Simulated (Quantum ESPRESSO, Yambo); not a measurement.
# Sb (buckled honeycomb monolayer): G0W0 with Yambo, start to end, part 3 of 3

Wanted: ground state, empty states, screening and self-energy for Sb (buckled honeycomb monolayer).

Quantum ESPRESSO 7.5 and Yambo 5.3.0; PBE and many-body steps on it, plane waves. Known limits of the many-body steps: not at the basis limit; no spin-orbit coupling.

So far. Step 3 (Bands along the symmetry lines): The gap is 1.297 eV, −0.017 eV from the run before at this level. Step 4 (Empty states on the mesh, 6×6×1 mesh, 135 bands): On this mesh the gap is 1.314 eV.

## 6. Screening and self-energy, 6×6×1 mesh, 135 bands, screening to 108.8 eV

Now the one-shot GW correction: screening in the RPA, then the self-energy of the levels asked for.

This step: G0W0 on PBE, plane waves, norm-conserving pseudopotentials.

The input, gw1.in:

```
HF_and_locXC
gw0
dyson
ppa
em1d
rim_cut
rim_w
RandQpts= 3000000
RandGvec= 100 RL
CUTGeo= "slab z"
RandGvecW= 9 RL
EXXRLvcs= 88 Ry
VXCRLvcs= 352 Ry
Chimod= "HARTREE"
% BndsRnXp
 1 | 135 |
%
NGsBlkXp= 8 Ry
% LongDrXp
 1 | 1 | 0 |
%
% GbndRnge
 1 | 135 |
%
DysSolver= "n"
ExtendOut
PPAPntXp= 27.21138 eV
% QPkrange
 1 | 1 | 22 | 25 |
 3 | 3 | 22 | 25 |
%
```

Started as:

```console
$ OMP_NUM_THREADS=1 mpirun -n 4 yambo -F gw1.in -J gw1 -C gw1 > gw1.log
```

The program printed:

```text
 Yambo, version 5.3.0

 [02] CORE Variables Setup
 =========================

  [... cell, symmetries and grids as in the set-up ...]

  [02.05] Energies & Occupations
  ==============================

  [X] === General ===
  [X] Electronic Temperature                        :  0.000000  0.000000 [eV K]
  [X] Bosonic    Temperature                        :  0.000000  0.000000 [eV K]
  [X] Finite Temperature mode                       : no
  [X] El. density                                   :  0.22273E+24 [cm-3]
  [X] Fermi Level                                   : -0.091652 [eV]

  [X] === Gaps and Widths ===
  [X] Conduction Band Min                           :  1.313505 [eV]
  [X] Valence Band Max                              :  0.000000 [eV]
  [X] Filled Bands                                  :  23
  [X] Empty Bands                                   :   24  135
  [X] Direct Gap                                    :  1.577658 [eV]
  [X] Direct Gap localized at k                     :  1
  [X] Indirect Gap                                  :  1.313505 [eV]
  [X] Indirect Gap between kpts                     :  1  3
  [X] Last valence band width                       :  1.770319 [eV]
  [X] 1st conduction band width                     :  0.892837 [eV]

 [03] Transferred momenta grid and indexing
 ==========================================

 IBZ Q-points                                      :   7
 BZ  Q-points                                      :   36

 K/Q-points units:
 rlu = crystal or reduced units; cc = cartesian coordinates; iku = interal k-units

 Q [1]          [rlu]:  0.000000  0.000000  0.000000
 Q [2]          [rlu]: -0.42332E-17  0.16667       0.0000
 Q [3]          [rlu]: -0.84664E-17  0.33333       0.0000
 Q [4]          [rlu]:  0.12700E-16 -0.50000       0.0000
 Q [5]          [rlu]:  0.166667  0.166667  0.000000
 Q [6]          [rlu]:  0.166667  0.333333  0.000000
 Q [7]          [rlu]:  0.333333  0.333333  0.000000

 [04] Coloumb potential Random Integration (RIM)
 ===============================================

 Performing RIM of v_slab

  [04.01] RIM initialization
  ==========================

  * Diagonal components only detected *

  8 x (sBL volume)        :  0.039551 [a.u.]
  sBZ random points       :  3000000
  Points outside the sBZ  :  24000829
  RL volume               :  0.177979 [a.u.]
  Integrated volume       :  0.177973 [a.u.]

  [04.02] RIM integrals
  =====================

  Gamma point sphere radius             :  0.036404 [a.u.]
  Points outside the sphere             :  2398884
  [Int_sBZ(q=0) 1/q^2]*(Vol_sBZ)^(-1/3) =:  7.385819
                                 should be <:  7.795600

  Summary of Coulomb integrals for non-metallic bands |Q|[au] RIM/Bare

  Q [1] 0.100000E-4 0.947434 * Q [2] 0.155039 0.953725
  Q [5] 0.268535 1.010255 * Q [3] 0.310078 1.014225
  Q [6] 0.410195 1.014662 * Q [4] 0.465117 1.013136
  Q [7] 0.537071 1.010659
  Non-periodic chartesian directions : none
  Optical renormalization            :  26.45617 [au]
  Polarizability dimension           : length

 [05] Coloumb potential CutOffslab
 =================================

 Cut directionsZ
 Slab Cutoff:Z
 Symmetry test passed : yes

 [06] Dipoles
 ============

  [06.01] Setup: observables and procedures
  =========================================

 [07] Dynamic Dielectric Matrix (PPA)
 ====================================

 [WR./gw1//ndb.pp]---------------------------------------------------------------
  Brillouin Zone Q/K grids (IBZ/BZ)                :    7   36    7   36
  RL vectors                                       :  22895 [WF]
  Coulomb cutoff potential                         : slab z
  Electronic Temperature                           :  0.000000 [K]
  Bosonic    Temperature                           :  0.000000 [K]
  PPA    diel. fun.  energies                      : Perdew, Burke & Ernzerhof(X)+Perdew, Burke & Ernzerhof(C)
  wavefunctions                                    : Perdew, Burke & Ernzerhof(X)+Perdew, Burke & Ernzerhof(C)
  Global Gauge                                     : length
  X matrix size                                    :   539
  X band range                                     :    1  135
  X e/h energy range                               : -1.000000 -1.000000 [eV]
  X Time ordering                                  : R
  X Hxc Kernel                                     : HARTREE
  X Drude frequency                                :  0.000000  0.000000
  X poles                                          :  100.0000 [o/o]
  RL vectors in the sum                            :  22895
  [r,Vnl] included                                 : yes
  Field direction                                  :  0.707107E-5  0.707107E-5   0.00000
  BZ energy Double Grid                            : no
  BZ energy DbGd points                            : 0
  BZ Q point size factor                           : -1.000000
  X Optical Averaged directions                    : none

 [08] Local Exchange-Correlation + Non-Local Fock
 ================================================

 [VXC] Plane waves :  155503
 [EXS] Plane waves :  19465

 QP @ state[ 1 ] K range:  1  1
 QP @ state[ 1 ] b range:  22  25
 QP @ state[ 2 ] K range:  3  3
 QP @ state[ 2 ] b range:  22  25

 [xc] Functional : Perdew, Burke & Ernzerhof(X)+Perdew, Burke & Ernzerhof(C)
 [xc] LIBXC used to calculate xc functional
  PP Number of Atomic Species                      :  1
  NLCC RL compoments                               :  155503
  PP Number of Atomic Species                      :  1
  NLCC RL compoments                               :  155503

 [xc] E_xc :  -38.17778 [Ha]
      E_xc :  -76.35556 [Ry]

  Local XC kind (lXC) : Perdew, Burke & Ernzerhof(X)+Perdew, Burke & Ernzerhof(C)
  Non-Local XC kind (nlXC) : Hartree-Fock

  Corrections @ K [1] :  [eV]
 <22|nlXC|22> = -13.64657 -0.46073E-17 <22|lXC|22> = -12.65901  0.47204E-16
 <23|nlXC|23> = -13.64660  0.47141E-17 <23|lXC|23> = -12.65900  0.24585E-30
 <24|nlXC|24> = -7.883616 -0.20296E-17 <24|lXC|24> = -11.39976 -0.18882E-15
 <25|nlXC|25> = -8.017831 -0.33961E-17 <25|lXC|25> = -11.90640  0.14161E-15

  Corrections @ K [3] :  [eV]
 <22|nlXC|22> = -13.63641  0.68931E-17 <22|lXC|22> = -12.00915  0.28323E-15
 <23|nlXC|23> = -12.91723  0.68093E-17 <23|lXC|23> = -11.31001  0.23602E-16
 <24|nlXC|24> = -6.822182 -0.28598E-18 <24|lXC|24> = -9.888887 -0.59005E-17
 <25|nlXC|25> = -6.050016  0.90924E-19 <25|lXC|25> = -9.865952  0.94408E-16

 [09] Dyson equation: Newton solver
 ==================================

  [09.01] RIM-W interpolation
  ===========================

  [WARNING] RIM-W works only for 2D semiconductors with slab cutoff
  Found compatible q grid: 2D
  q_min[ 1 ]:  0.16667      0.25476E-11   0.0000     [rlu]
   0.166667  0.083333  0.000000 [iku]
  q_min[ 2 ]:  0.42332E-17  0.16667       0.0000     [rlu]
  -0.46629E-11  0.16667       0.0000     [iku]
  G-vectors :  13
  G-vectors loaded:  139
  Number of interpolated frequencies:  2

  Evaluating coefficients q = 0
  Evaluating coefficients q = 0

  [09.02] RIM-W integrals
  =======================

  8 x (sBL volume)        :  0.039551 [a.u.]
  sBZ random points       :  3000000
  Points outside the sBZ  :  24000829
  RL volume               :  0.177979 [a.u.]
  Integrated volume       :  0.177973 [a.u.]

  [09.03] RIM integrals
  =====================

  Comparison between head Wc = W - v averages: < Wc > [au] RIM-W/RIM

   < -Wc [Q = 1] > 0.345925E-1 0.529533E-4 * < -Wc [Q = 2] > 0.005609 0.005458
   < -Wc [Q = 3] > 0.001111 0.001090 * < -Wc [Q = 4] > 0.380757E-3 0.376596E-3
   < -Wc [Q = 5] > 0.001608 0.001577 * < -Wc [Q = 6] > 0.543794E-3 0.538589E-3
   < -Wc [Q = 7] > 0.256623E-3 0.255010E-3

  Comparison between head Wc = W - v averages: < Wc > [au] RIM-W/RIM

   < -Wc [G = 1,G`=0] > 0.345925E-1 0.529533E-4 * < -Wc [G = 2,G`=0] >-0.001568 0.000000
   < -Wc [G = 3,G`=0] >-0.001568 0.000000 * < -Wc [G = 4,G`=0] > 0.194125E-4  0.00000
   < -Wc [G = 5,G`=0] > 0.193983E-4  0.00000 * < -Wc [G = 6,G`=0] > 0.694838E-4  0.00000
   < -Wc [G = 7,G`=0] > 0.695007E-4  0.00000 * < -Wc [G = 8,G`=0] >-0.464593E-5  0.00000
   < -Wc [G = 9,G`=0] >-0.511468E-5  0.00000 * < -Wc [G = 10,G`=0] >-0.463226E-5  0.00000
   < -Wc [G = 11,G`=0] >-0.482371E-5  0.00000 * < -Wc [G = 12,G`=0] >-0.508052E-5  0.00000
   < -Wc [G = 13,G`=0] >-0.480111E-5  0.00000

 [10] G0W0 (W PPA)
 =================

 [  GW  ] Bands range     :    1  135
 [GW/PPA] G damping       :  0.100000 [eV]

 QP @ state[ 1 ] K range:  1  1
 QP @ state[ 1 ] b range:  22  25
 QP @ state[ 2 ] K range:  3  3
 QP @ state[ 2 ] b range:  22  25

  Sc/G bands                                       :    1  135
  Sc/G damping                                     :  0.100000 ev
  Sc bands terminator                              : no
  Sx RL components                                 :  19465

  QP @ state[ 1 ] K range                          :  1  1
  QP @ state[ 1 ] b range                          :  22  25
  QP @ state[ 2 ] K range                          :  3  3
  QP @ state[ 2 ] b range                          :  22  25
  GF energies kind                                 : Perdew, Burke & Ernzerhof(X)+Perdew, Burke & Ernzerhof(C)
  GF WF`s kind                                     : Perdew, Burke & Ernzerhof(X)+Perdew, Burke & Ernzerhof(C)
  Xs energies kind                                 : Perdew, Burke & Ernzerhof(X)+Perdew, Burke & Ernzerhof(C)
  Xs WF`s kind                                     : Perdew, Burke & Ernzerhof(X)+Perdew, Burke & Ernzerhof(C)

 [14] Game Over & Game summary
```

Wall time 6.6 min (4 MPI ranks of Arm Neoverse V1, shared host); peak memory 3.9 GiB.

This step gave:

```
G0W0 gap on the points computed              : 2.114 eV
starting gap on the mesh                     : 1.314 eV
k of the valence top                         : 0, 0, 0
k of the conduction bottom                   : 0, 0.3333, 0
least direct G0W0 gap on the computed points : 2.615 eV
Z at the valence top                         : 0.7337
Z at the conduction bottom                   : 0.7388
```

The gap on the mesh goes from 1.31 eV to 2.11 eV, a correction of +0.80 eV.

Limits: finite bands, cutoff and mesh; no spin-orbit coupling. v1 is the top filled band, c1 the lowest empty one. The levels before and after the correction (eV, zero at the valence-band top of each column):

```csv
,conduction bottom,valence top
Kohn-Sham,1.31,0.00
G0W0,2.11,0.00
```

```csv
,level,energy (eV)
Kohn-Sham,Γ v2-v1,0.000
Kohn-Sham,Γ c1,1.578
Kohn-Sham,Γ c2,2.790
Kohn-Sham,(0 0.333 0) v2,-1.257
Kohn-Sham,(0 0.333 0) v1,-0.815
Kohn-Sham,(0 0.333 0) c1,1.314
Kohn-Sham,(0 0.333 0) c2,3.097
G0W0,Γ v2-v1,0.000
G0W0,Γ c1,2.615
G0W0,Γ c2,3.840
G0W0,(0 0.333 0) v2,-1.372
G0W0,(0 0.333 0) v1,-1.002
G0W0,(0 0.333 0) c1,2.114
G0W0,(0 0.333 0) c2,3.969
```

## 7. Where the time went

Times are wall times on the hardware named with each run, good to a factor of about two.

```csv
step,time,share,memory (GiB)
ground state,29 s,6 %,0.73
bands along the symmetry lines,16 s,3 %,0.56
empty states on the mesh,51 s,10 %,1.2
conversion and set-up,2.6 s,1 %,0.26
screening and self-energy,6.6 min,80 %,3.9
```

## 8. What came out

* PBE gap: 1.30 eV, indirect
* G0W0 gap on the mesh: 2.11 eV
* GW settings: 6×6×1 mesh, 135 bands, screening to 108.8 eV, Godby-Needs plasmon pole
* known limits: not at the basis limit; no spin-orbit coupling

In words: G0W0 moves the gap on the mesh from 1.31 eV to 2.11 eV (+0.80 eV), with Z of 0.73 and 0.74 at the edges. Only 2 of the mesh's irreducible points were corrected, so a valley elsewhere could overtake. The dearest step here is «screening and self-energy». Against experiment, by G0W0@PBE: the direct gap of 2.62 eV lies +0.41 eV from the measured 2.21 eV (exciton, 2020). An exciton line or allowed optical edge lies below the quasiparticle gap by the binding energy; a forbidden edge can push the onset above it. The computed sheet is free-standing; a substrate or cover screens it further and lowers both gap and binding, while the exciton line moves little. The calculation has static nuclei and no excitons; a measured gap holds zero-point and thermal motion, which mostly lowers it. Bands and cutoff are finite, so the gap is not at the basis limit. The miss can reach some tenths of an eV and take either sign; the mesh is an error of its own. In the G0W0 run levels were corrected at 2 k points alone, so a gap called «on the mesh» is the least over those, and an edge elsewhere would be missed. The many-body steps are scalar-relativistic: spin-orbit coupling is not in them.

[Paths, hosts, dates, memory and timing lines, banners, echoed tables and standing remarks are left out of the program output.]

[Logs are printed without paths, hosts, clocks, repeated set-up lines and the standing remarks that a program may print on its own settings, such as how far it seeks lower states.]

[Runs of the session that timed out or met a known fault of the program may be left out.]

[Hosts, paths, dates, database ids (printed as entryN), source tags and the programs' standing remarks are cut or masked in the printed files.]
